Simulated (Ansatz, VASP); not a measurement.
**SiC: VASP beside Ansatz**

Contents of POSCAR:

```
SiC
1.0
    3.1058074639      0.0000000000      0.0000000000
   -1.5529037320      2.6897081630      0.0000000000
    0.0000000000      0.0000000000      5.0980932425
Si C
2 2
Direct
    0.3333333333      0.6666666667      0.4995917774
    0.6666666667      0.3333333333      0.9995917774
    0.3333333333      0.6666666667      0.8754082226
    0.6666666667      0.3333333333      0.3754082226
```

The input INCAR.step1:

```
SYSTEM = SiC
PREC = Accurate
ENCUT = 520
ISMEAR = 0
SIGMA = 0.01
LREAL = .False.
LASPH = .True.
NELM = 100
NBANDS = 16
GGA = PE
ALGO = Normal
EDIFF = 1E-4
LWAVE = .True.
LCHARG = .False.
```

The input INCAR.step2:

```
SYSTEM = SiC
PREC = Accurate
ENCUT = 520
EDIFF = 1E-6
ISMEAR = 0
SIGMA = 0.01
LREAL = .False.
LASPH = .True.
NELM = 100
ALGO = Normal
ISIF = 2
LWAVE = .False.
LCHARG = .False.
METAGGA = R2SCAN
LMIXTAU = .True.
NBANDS = 16
ISTART = 1
```

File KPOINTS:

```
regular mesh
0
Gamma
  9 9 4
  0 0 0
```

Input for Ansatz:

```yaml
crystal:
  lattice:
    - [3.1058074639, 0.0, 0.0]
    - [-1.552903732, 2.689708163, 0.0]
    - [0.0, 0.0, 5.0980932425]
  atoms:
    - { symbol: Si, position: [0.3333333333, 0.6666666667, 0.4995917774] }
    - { symbol: Si, position: [0.6666666667, 0.3333333333, 0.9995917774] }
    - { symbol: C, position: [0.3333333333, 0.6666666667, 0.8754082226] }
    - { symbol: C, position: [0.6666666667, 0.3333333333, 0.3754082226] }
kpoints:
  mp_grid: { grid: [9, 9, 4] }
hamiltonian:
  xc: r2scan
scf:
  occupations: { method: fixed }
  n_extra_bands: 5
output:
  forces: true
  stress: true
  eigenvalues: true
```

Alike in both runs: task single point; functional r2SCAN; k mesh 9 × 9 × 4; no spin polarisation.

|  | VASP | Ansatz |
| --- | --- | --- |
| version | VASP 6.6.1 | Ansatz 0.2.0 |
| potentials or method | VASP PAW PBE potentials, release 64 (Si, C) | plane waves, PAW |
| plane-wave cutoff (eV) | 520 | 500 |
| occupations | gaussian, width 0.01 eV | fixed |
| valence electrons in the cell | 16 | 16 |

Ansatz gave:

| Property | Result |
| --- | --- |
| gap on the k mesh at the Fermi level (eV) | 2.69 |
| pressure (GPa) | -6.4 |
| largest component of the traceless stress (GPa) | 0.11 |

What did VASP give for the same quantities?

gap on the k mesh at the Fermi level (eV): 2.70; pressure (GPa): -6.5; largest component of the traceless stress (GPa): 0.12.

Caveats: the PAW data sets were made with another functional, which shifts forces and pressure a little (VASP); an odd mesh through Γ misses points on the zone boundary, where band edges often lie. r2SCAN opens gaps a little over a GGA but as a rule still falls short of measured ones.
